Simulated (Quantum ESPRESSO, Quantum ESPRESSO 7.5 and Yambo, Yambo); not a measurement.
**Quasiparticle gap of KF (Carobbiite) in Yambo**

Aim: the G0W0 gap of KF (Carobbiite) on PBE, step by step.

Calculated with Quantum ESPRESSO 7.5 and Yambo 5.3.0; PBE and many-body steps on it, plane waves.

## (1) The starting structure

It takes space group Fm-3m (No. 225, cubic). The conventional cell has a = 5.344 Å, b = 5.344 Å, c = 5.344 Å, α = 90.00°, β = 90.00°, γ = 90.00°. Nearest to K lie 6 F at 2.67 Å. Nearest to F lie 6 K at 2.67 Å. Farther neighbours and most contacts between anions are not listed.

The cell and positions come from the Crystallography Open Database and are kept as given unless a step says otherwise.

## (2) Ground state

This step: Quantum ESPRESSO 7.5; DFT, PBE, plane waves, norm-conserving pseudopotentials.

The ground-state density comes first.

The input, pw.in:

```
&control
  calculation = 'scf'
  prefix = 'x'
  outdir = 'o'
  pseudo_dir = 'pseudo'
/
&system
  ibrav = 0
  nat = 2
  ntyp = 2
  ecutwfc = 72.0
  nbnd = 13
  force_symmorphic = .true.
/
&electrons
  conv_thr = 1e-10
  electron_maxstep = 80
  mixing_beta = 0.5
/
ATOMIC_SPECIES
  K 39.098 K.upf
  F 18.998 F.upf
CELL_PARAMETERS angstrom
  -0.0000000000 2.6718500000 2.6718500000
  2.6718500000 -0.0000000000 2.6718500000
  2.6718500000 2.6718500000 0.0000000000
ATOMIC_POSITIONS crystal
  K 0.0000000000 0.0000000000 0.0000000000
  F 0.5000000000 0.5000000000 0.5000000000
K_POINTS automatic
  6 6 6 0 0 0
```

Launch:

```
OMP_NUM_THREADS=1 mpirun -n 4 pw.x -nk 4 -in pw.in > pw.out
```

What it wrote:

```text
Program PWSCF v.7.5 starts

     This program is part of the open-source Quantum ESPRESSO suite
     for quantum simulation of materials; please cite
         "P. Giannozzi et al., J. Phys.:Condens. Matter 21 395502 (2009);
         "P. Giannozzi et al., J. Phys.:Condens. Matter 29 465901 (2017);
         "P. Giannozzi et al., J. Chem. Phys. 152 154105 (2020);
     in publications or presentations arising from this work. More details at
     Message from routine setup:
     using ibrav=0 with symmetry is DISCOURAGED, use correct ibrav instead

     G-vector sticks info

     bravais-lattice index     =            0
     lattice parameter (alat)  =       7.1405  a.u.
     unit-cell volume          =     257.4322 (a.u.)^3
     number of atoms/cell      =            2
     number of atomic types    =            2
     number of electrons       =        16.00
     number of Kohn-Sham states=           13
     kinetic-energy cutoff     =      72.0000  Ry
     charge density cutoff     =     288.0000  Ry
     scf convergence threshold =      1.0E-10
     mixing beta               =       0.5000
     number of iterations used =            8  plain     mixing
     Exchange-correlation= PBE
                           (   1   4   3   4   0   0   0)

     celldm(1)=   7.140456  celldm(2)=   0.000000  celldm(3)=   0.000000
     celldm(4)=   0.000000  celldm(5)=   0.000000  celldm(6)=   0.000000

     crystal axes: (cart. coord. in units of alat)
               a(1) = (  -0.000000   0.707107   0.707107 )
               a(2) = (   0.707107  -0.000000   0.707107 )
               a(3) = (   0.707107   0.707107   0.000000 )

     reciprocal axes: (cart. coord. in units 2 pi/alat)
               b(1) = ( -0.707107  0.707107  0.707107 )
               b(2) = (  0.707107 -0.707107  0.707107 )
               b(3) = (  0.707107  0.707107 -0.707107 )
     Pseudo is Norm-conserving + core correction, Zval =  9.0
     Generated using ONCVPSP code by D. R. Hamann
     Using radial grid of 2222 points,  6 beta functions with:
     Pseudo is Norm-conserving + core correction, Zval =  7.0
     Generated using ONCVPSP code by D. R. Hamann
     Using radial grid of  832 points,  5 beta functions with:
     K                 9.00    39.09800     K ( 1.00)
     F                 7.00    18.99800     F ( 1.00)

     48 Sym. Ops., with inversion, found

   Cartesian axes

     site n.     atom                  positions (alat units)
         1        K      tau(   1) = (   0.0000000   0.0000000   0.0000000  )
         2        F      tau(   2) = (   0.7071068   0.7071068   0.7071068  )

     number of k points=    16
                       cart. coord. in units 2pi/alat
        k(    1) = (   0.0000000   0.0000000   0.0000000), wk =   0.0092593
        k(    2) = (   0.1178511   0.1178511  -0.1178511), wk =   0.0740741
        k(    3) = (   0.2357023   0.2357023  -0.2357023), wk =   0.0740741
        k(    4) = (  -0.3535534  -0.3535534   0.3535534), wk =   0.0370370
        k(    5) = (   0.2357023   0.0000000  -0.0000000), wk =   0.0555556
        k(    6) = (   0.3535534   0.1178511  -0.1178511), wk =   0.2222222
        k(    7) = (  -0.2357023  -0.4714045   0.4714045), wk =   0.2222222
        k(    8) = (  -0.1178511  -0.3535534   0.3535534), wk =   0.2222222
        k(    9) = (   0.0000000  -0.2357023   0.2357023), wk =   0.1111111
        k(   10) = (   0.4714045   0.0000000  -0.0000000), wk =   0.0555556
     [... 4 further rows ...]
        k(   15) = (  -0.1178511  -0.3535534   0.5892557), wk =   0.2222222
        k(   16) = (  -0.7071068   0.2357023   0.0000000), wk =   0.1111111

     Dense  grid:    21187 G-vectors     FFT dimensions: (  40,  40,  40)

     Initial potential from superposition of free atoms

     starting charge      15.9808, renormalised to      16.0000
     Starting wfcs are    9 randomized atomic wfcs +    4 random wfcs

     per-process dynamical memory:    19.0 Mb

     Self-consistent Calculation

     iteration #  1     ecut=    72.00 Ry     beta= 0.50

     total energy              =    -109.56124061 Ry
     estimated scf accuracy    <       0.27429892 Ry

     iteration #  2     ecut=    72.00 Ry     beta= 0.50

     total energy              =    -109.63747436 Ry
     estimated scf accuracy    <       0.06036261 Ry

     iteration #  3     ecut=    72.00 Ry     beta= 0.50

     total energy              =    -109.64786592 Ry
     estimated scf accuracy    <       0.00379029 Ry

     iteration #  4     ecut=    72.00 Ry     beta= 0.50

     total energy              =    -109.64818342 Ry
     estimated scf accuracy    <       0.00016829 Ry

     iteration #  5     ecut=    72.00 Ry     beta= 0.50

     total energy              =    -109.64822993 Ry
     estimated scf accuracy    <       0.00002292 Ry

     iteration #  6     ecut=    72.00 Ry     beta= 0.50

     total energy              =    -109.64823453 Ry
     estimated scf accuracy    <       0.00000945 Ry

     iteration #  7     ecut=    72.00 Ry     beta= 0.50

     total energy              =    -109.64823592 Ry
     estimated scf accuracy    <       0.00000002 Ry

     iteration #  8     ecut=    72.00 Ry     beta= 0.50

     total energy              =    -109.64823593 Ry
     estimated scf accuracy    <          4.7E-09 Ry

     iteration #  9     ecut=    72.00 Ry     beta= 0.50

     total energy              =    -109.64823593 Ry
     estimated scf accuracy    <          2.7E-10 Ry

     iteration # 10     ecut=    72.00 Ry     beta= 0.50

     End of self-consistent calculation

          k = 0.0000 0.0000 0.0000 (  2685 PWs)   bands (ev):

   -24.5780 -17.0623  -7.8279  -7.8279  -7.8279   1.5366   1.5366   1.5366
     7.7360  12.2308  12.2308  12.2308  13.8583

          k = 0.1179 0.1179-0.1179 (  2671 PWs)   bands (ev):

   -24.5547 -17.0838  -7.8973  -7.8372  -7.8372   1.3074   1.4475   1.4475
     8.4759  11.8529  12.5839  12.5839  14.1048

          k = 0.2357 0.2357-0.2357 (  2659 PWs)   bands (ev):

   -24.5076 -17.1276  -8.0340  -7.8555  -7.8555   0.9212   1.2754   1.2754
    10.0224  11.6413  13.2845  13.2845  14.8937

          k =-0.3536-0.3536 0.3536 (  2638 PWs)   bands (ev):

     [... further k-points ...]

     highest occupied, lowest unoccupied level (ev):     1.5366    7.7360

!    total energy              =    -109.64823593 Ry
     estimated scf accuracy    <          5.9E-12 Ry

     The total energy is the sum of the following terms:
     one-electron contribution =     -41.34050974 Ry
     hartree contribution      =      28.32769434 Ry
     xc contribution           =     -24.01420750 Ry
     ewald contribution        =     -72.62121304 Ry

     convergence has been achieved in  10 iterations

     XML data file, charge density, pseudopotentials, collected wavefunctions

=------------------------------------------------------------------------------=
   JOB DONE.
=------------------------------------------------------------------------------=
```

Wall time 3.5 s (4 MPI ranks of Arm Neoverse V1, shared host); peak memory 0.24 GiB.

Numbers from this step:

```yaml
total_energy: -1491.8402 eV
gap: 6.199 eV
k_of_the_valence_top: 0, 0, 0
k_of_the_conduction_bottom: 0, 0, 0
least_direct_gap: 6.199 eV
```

The gap is direct, at Γ.

## (3) Bands along the symmetry lines

The cheap functional maps the bands first; the places of the edges decide which points the dearer methods must see.

The input, pw.in:

```
&control
  calculation = 'bands'
  prefix = 'x'
  outdir = 'o'
  pseudo_dir = 'pseudo'
/
&system
  ibrav = 0
  nat = 2
  ntyp = 2
  ecutwfc = 72.0
  nbnd = 14
  force_symmorphic = .true.
/
&electrons
  conv_thr = 1e-9
  electron_maxstep = 80
  diago_full_acc = .true.
  diago_thr_init = 5e-6
/
ATOMIC_SPECIES
  K 39.098 K.upf
  F 18.998 F.upf
CELL_PARAMETERS angstrom
  -0.0000000000 2.6718500000 2.6718500000
  2.6718500000 -0.0000000000 2.6718500000
  2.6718500000 2.6718500000 0.0000000000
ATOMIC_POSITIONS crystal
  K 0.0000000000 0.0000000000 0.0000000000
  F 0.5000000000 0.5000000000 0.5000000000
K_POINTS crystal
  50
  0.00000000 0.00000000 0.00000000 1
  0.06250000 0.00000000 0.06250000 1
  0.12500000 0.00000000 0.12500000 1
  0.18750000 0.00000000 0.18750000 1
  0.25000000 0.00000000 0.25000000 1
  0.31250000 0.00000000 0.31250000 1
  0.37500000 0.00000000 0.37500000 1
  0.43750000 0.00000000 0.43750000 1
  0.50000000 0.00000000 0.50000000 1
  0.51562500 0.03125000 0.51562500 1
  0.53125000 0.06250000 0.53125000 1
  0.54687500 0.09375000 0.54687500 1
  0.56250000 0.12500000 0.56250000 1
  0.57812500 0.15625000 0.57812500 1
  0.59375000 0.18750000 0.59375000 1
  0.60937500 0.21875000 0.60937500 1
  0.62500000 0.25000000 0.62500000 1
  0.37500000 0.37500000 0.75000000 1
  0.32812500 0.32812500 0.65625000 1
  0.28125000 0.28125000 0.56250000 1
  0.23437500 0.23437500 0.46875000 1
  0.18750000 0.18750000 0.37500000 1
  0.14062500 0.14062500 0.28125000 1
  0.09375000 0.09375000 0.18750000 1
  0.04687500 0.04687500 0.09375000 1
  0.00000000 0.00000000 0.00000000 1
  0.06250000 0.06250000 0.06250000 1
  0.12500000 0.12500000 0.12500000 1
  0.18750000 0.18750000 0.18750000 1
  0.25000000 0.25000000 0.25000000 1
  0.31250000 0.31250000 0.31250000 1
  0.37500000 0.37500000 0.37500000 1
  0.43750000 0.43750000 0.43750000 1
  0.50000000 0.50000000 0.50000000 1
  0.50000000 0.46875000 0.53125000 1
  0.50000000 0.43750000 0.56250000 1
  0.50000000 0.40625000 0.59375000 1
  0.50000000 0.37500000 0.62500000 1
  0.50000000 0.34375000 0.65625000 1
  0.50000000 0.31250000 0.68750000 1
  0.50000000 0.28125000 0.71875000 1
  0.50000000 0.25000000 0.75000000 1
  0.50000000 0.21875000 0.71875000 1
  0.50000000 0.18750000 0.68750000 1
  0.50000000 0.15625000 0.65625000 1
  0.50000000 0.12500000 0.62500000 1
  0.50000000 0.09375000 0.59375000 1
  0.50000000 0.06250000 0.56250000 1
  0.50000000 0.03125000 0.53125000 1
  0.50000000 0.00000000 0.50000000 1
```

What it wrote:

```text
[banner, memory and clock lines left out]
Program PWSCF v.7.5 starts

     Atomic positions and unit cell read from directory:
     o/x.save/

     Message from routine setup:
     using ibrav=0 with symmetry is DISCOURAGED, use correct ibrav instead

     G-vector sticks info

     bravais-lattice index     =            0
     lattice parameter (alat)  =       7.1405  a.u.
     unit-cell volume          =     257.4322 (a.u.)^3
     number of atoms/cell      =            2
     number of atomic types    =            2
     number of electrons       =        16.00
     number of Kohn-Sham states=           14
     kinetic-energy cutoff     =      72.0000  Ry
     charge density cutoff     =     288.0000  Ry
     Exchange-correlation= PBE
                           (   1   4   3   4   0   0   0)

     celldm(1)=   7.140456  celldm(2)=   0.000000  celldm(3)=   0.000000
     celldm(4)=   0.000000  celldm(5)=   0.000000  celldm(6)=   0.000000

     crystal axes: (cart. coord. in units of alat)
               a(1) = (  -0.000000   0.707107   0.707107 )
               a(2) = (   0.707107  -0.000000   0.707107 )
               a(3) = (   0.707107   0.707107   0.000000 )

     reciprocal axes: (cart. coord. in units 2 pi/alat)
               b(1) = ( -0.707107  0.707107  0.707107 )
               b(2) = (  0.707107 -0.707107  0.707107 )
               b(3) = (  0.707107  0.707107 -0.707107 )
     Pseudo is Norm-conserving + core correction, Zval =  9.0
     Generated using ONCVPSP code by D. R. Hamann
     Using radial grid of 2222 points,  6 beta functions with:
     Pseudo is Norm-conserving + core correction, Zval =  7.0
     Generated using ONCVPSP code by D. R. Hamann
     Using radial grid of  832 points,  5 beta functions with:
     K                 9.00    39.09800     K ( 1.00)
     F                 7.00    18.99800     F ( 1.00)

     48 Sym. Ops., with inversion, found

   Cartesian axes

     site n.     atom                  positions (alat units)
         1        K      tau(   1) = (   0.0000000   0.0000000   0.0000000  )
         2        F      tau(   2) = (   0.7071068   0.7071068   0.7071068  )

     number of k points=    50
                       cart. coord. in units 2pi/alat
        k(    1) = (   0.0000000   0.0000000   0.0000000), wk =   0.0400000
        k(    2) = (   0.0000000   0.0883883   0.0000000), wk =   0.0400000
        k(    3) = (   0.0000000   0.1767767   0.0000000), wk =   0.0400000
[...]
[... 38 further rows ...]
        k(   49) = (   0.0441942   0.7071068   0.0000000), wk =   0.0400000
        k(   50) = (   0.0000000   0.7071068   0.0000000), wk =   0.0400000

     Dense  grid:    21187 G-vectors     FFT dimensions: (  40,  40,  40)

     The potential is recalculated from file :
     o/x.save/charge-density

     Starting wfcs are    9 randomized atomic wfcs +    5 random wfcs

     Band Structure Calculation

     End of band structure calculation

          k = 0.0000 0.0000 0.0000 (  2685 PWs)   bands (ev):

   -24.5780 -17.0623  -7.8279  -7.8279  -7.8279   1.5366   1.5366   1.5366
     7.7360  12.2308  12.2308  12.2308  13.8583  13.8583

          k = 0.0000 0.0884 0.0000 (  2693 PWs)   bands (ev):

   -24.5733 -17.0665  -7.8359  -7.8359  -7.8306   1.4641   1.5313   1.5313
     7.8827  12.0766  12.3321  12.3321  13.8969  13.9085

          k = 0.0000 0.1768 0.0000 (  2689 PWs)   bands (ev):

   -24.5601 -17.0770  -7.8586  -7.8586  -7.8468   1.2960   1.5182   1.5182
     8.2836  11.6892  12.6257  12.6257  14.0092  14.0256

          k =-0.0000 0.2652 0.0000 (  2666 PWs)   bands (ev):

[...]
k = 0.0000 0.4419-0.0000 (  2650 PWs)   bands (ev):

[...]
k =-0.0000 0.5303 0.0000 (  2658 PWs)   bands (ev):

[...]
k = 0.0000 0.6187-0.0000 (  2650 PWs)   bands (ev):

[...]
k = 0.4640 0.4640-0.0000 (  2650 PWs)   bands (ev):

[...]
k = 0.3315 0.3315-0.0000 (  2650 PWs)   bands (ev):

[...]
k = 0.3094 0.7071-0.0000 (  2648 PWs)   bands (ev):

[...]
k = 0.2210 0.7071-0.0000 (  2654 PWs)   bands (ev):

[...]
k = 0.1768 0.7071-0.0000 (  2648 PWs)   bands (ev):

[...]
k = 0.0442 0.7071 0.0000 (  2660 PWs)   bands (ev):

   -24.4629 -17.0804  -8.3803  -8.0415  -8.0335   1.3295   1.4680   1.4786
     9.7987  11.8937  13.2933  15.0563  15.6248  15.6822

          k = 0.0000 0.7071 0.0000 (  2650 PWs)   bands (ev):

   -24.4630 -17.0794  -8.3835  -8.0381  -8.0381   1.3290   1.4816   1.4816
     9.7709  11.8646  13.3544  15.0554  15.6245  15.6246

     XML data file, pseudopotentials, collected wavefunctions
```

Elapsed: 3.7 s, on 4 MPI ranks; peak memory 0.19 GiB.

Numbers from this step:

```yaml
gap: 6.199 eV
k_of_the_valence_top: 0, 0, 0
k_of_the_conduction_bottom: 0, 0, 0
least_direct_gap: 6.199 eV
```

The gap is 6.199 eV, as in the run before at this level.

The electronic bands at the labelled points (eV, zero at the top of the highest filled band; v1 is the highest filled band, c1 the lowest empty one):

| point | v4 | v3 | v2 | v1 | c1 | c2 | c3 | c4 |
| --- | --- | --- | --- | --- | --- | --- | --- | --- |
| Γ | -9.36 | 0.00 | 0.00 | 0.00 | 6.20 | 10.69 | 10.69 | 10.69 |
| halfway | -9.47 | -0.48 | -0.05 | -0.05 | 8.00 | 9.20 | 12.12 | 12.12 |
| X | -9.57 | -0.21 | -0.06 | -0.06 | 8.23 | 10.33 | 11.82 | 13.52 |
| halfway | -9.56 | -0.20 | -0.14 | -0.10 | 8.45 | 10.55 | 11.42 | 13.52 |
| U | -9.51 | -0.33 | -0.19 | -0.19 | 8.98 | 10.74 | 11.08 | 13.51 |
| jump to K | -9.51 | -0.33 | -0.19 | -0.19 | 8.98 | 10.74 | 11.08 | 13.51 |
| halfway | -9.37 | -0.54 | -0.27 | -0.08 | 8.24 | 9.85 | 11.63 | 11.72 |
| Γ | -9.36 | 0.00 | 0.00 | 0.00 | 6.20 | 10.69 | 10.69 | 10.69 |
| halfway | -9.38 | -0.43 | -0.18 | -0.18 | 7.71 | 10.11 | 11.41 | 11.41 |
| L | -9.40 | -0.78 | -0.34 | -0.34 | 9.09 | 10.63 | 12.05 | 12.05 |
| halfway | -9.44 | -0.56 | -0.28 | -0.25 | 9.42 | 10.11 | 11.67 | 12.67 |
| W | -9.45 | -0.40 | -0.16 | -0.16 | 9.75 | 9.75 | 11.21 | 13.35 |
| halfway | -9.51 | -0.23 | -0.20 | -0.09 | 8.66 | 10.73 | 11.06 | 13.50 |
| X | -9.57 | -0.21 | -0.06 | -0.06 | 8.23 | 10.33 | 11.82 | 13.52 |

The electronic bands as a text plot (rows in eV, shown from -8.0 to 12.2 only):

```
   11.8 |    +++  ++++++   ++++++++         ++++++++++++       ++
   10.9 |++++          ++++      +++++++++++     +++    +++++++
   10.1 |  ++      ++++    ++++++++++    ++++++++   +++++++++  ++
    9.3 |    +++  +       ++++++                +++++++++  ++
    8.4 |     ++++++++++++      +            +++             ++++
    7.6 |    +                   ++         +
    6.7 | +++                      +++  ++++
    5.9 |+                            ++
    5.0 |
    4.2 |
    3.4 |
    2.5 |
    1.7 |
    0.8 |
    0.0 |********************************************************
   -0.8 |     ****         ******           *************
   -1.7 |
   -2.5 |
   -3.4 |
   -4.2 |
   -5.1 |
   -5.9 |
   -6.7 |
   -7.6 |
         Γ           X  U|K            Γ         L        W     X
```

(Part 1 of 2 ends here.)

[Paths, hosts, dates, memory and timing lines, banners, echoed tables and standing remarks are left out of the program output.]

[Logs are printed without paths, hosts, clocks, repeated set-up lines and the standing remarks that a program may print on its own settings, such as how far it seeks lower states.]

[Runs of the session that timed out or met a known fault of the program may be left out.]

[Hosts, paths, dates, database ids (printed as entryN), source tags and the programs' standing remarks are cut or masked in the printed files.]
